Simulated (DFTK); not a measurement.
# Ag under changes of volume

One of the cells (18.154 Å³/atom); the others are scaled copies at fixed shape and fractional positions:

```xyz
1
Lattice="-1.6557 1.6557 1.6557 1.6557 -1.6557 1.6557 1.6557 1.6557 -1.6557" Properties=species:S:1:pos:R:3 pbc="T T T"
Ag    0.0000    0.0000    0.0000
```

This isn't the form of Ag at room conditions, which is fcc.

```yaml
Program: DFTK 0.8.2
Functional: PBE
Potentials_or_basis: dojo.nc.sr.pbe.v0_4_1.standard.upf (PBE)
Cutoff: 1116 eV
k_mesh: 11 × 11 × 11
Occupations: fermi-dirac, width 0.05 eV
Spin: no spin polarisation
```

```csv
volume (Å³/atom),energy over the lowest point (meV/atom),pressure (GPa)
17.065,14.52,5.3
17.428,4.79,2.9
17.791,0.16,0.8
18.154,0.00,-1.0
18.517,3.72,-2.6
18.880,?,?
19.243,20.93,-5.2
```

Q: What does the run at 18.880 Å³/atom give?

A: Energy over the lowest point 10.85 meV/atom; pressure -4.0 GPa.

Worked out: A Birch-Murnaghan fit of order 3 (a polynomial in V^(-2/3)) to the other rows has its minimum at 17.98 Å³/atom with B0 = V·E''(V) = 91 GPa and B' = 5.7. It gives 10.85 meV/atom at 18.880 Å³/atom, against the run's 10.85, and -dE/dV = -3.8 GPa, against -4.0.

Energies are extrapolated to zero smearing.
